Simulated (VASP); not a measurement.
Runs of VASP 6.6.1 on ScAl3. The structure is cubic, space group Pm-3m (No. 221). Conventional cell: a = 4.088 Å, b = 4.088 Å, c = 4.088 Å, α = 90.00°, β = 90.00°, γ = 90.00°. Sc (site symmetry m-3m) is surrounded by 12 Al at 2.89 Å. Around Al (site symmetry 4/mmm) lie 4 Sc at 2.89 Å and 8 Al at 2.89 Å. The cell is a database's computed one.

```csv
level,gap on the mesh (eV),pressure (GPa),relaxed volume (Å³/atom)
rev-vdW-DF2,none,-0.1,17.12
optPBE-vdW,none,0.0,17.41
BEEF-vdW,none,0.0,17.16
vdW-DF-cx,none,0.0,(a)
vdW-DF2,none,0.0,(b)
```

Alike in all rows: task relaxation of cell and atoms; potentials or basis VASP PAW PBE potentials, release 64 (Sc_sv, Al); no spin polarisation; cell relaxed; k mesh 7 × 7 × 7; cutoff (eV) 600; smearing fermi-dirac 0.05 eV.

Question: Estimate the missing entries.

Answer: (a) 17.03; (b) 17.71.

Caveats: the PAW data sets were made with another functional, which shifts forces and pressure a little.

A gap of «none» marks a metal or a gap under the smearing width.

Runs at the PBE level aren't shown here.
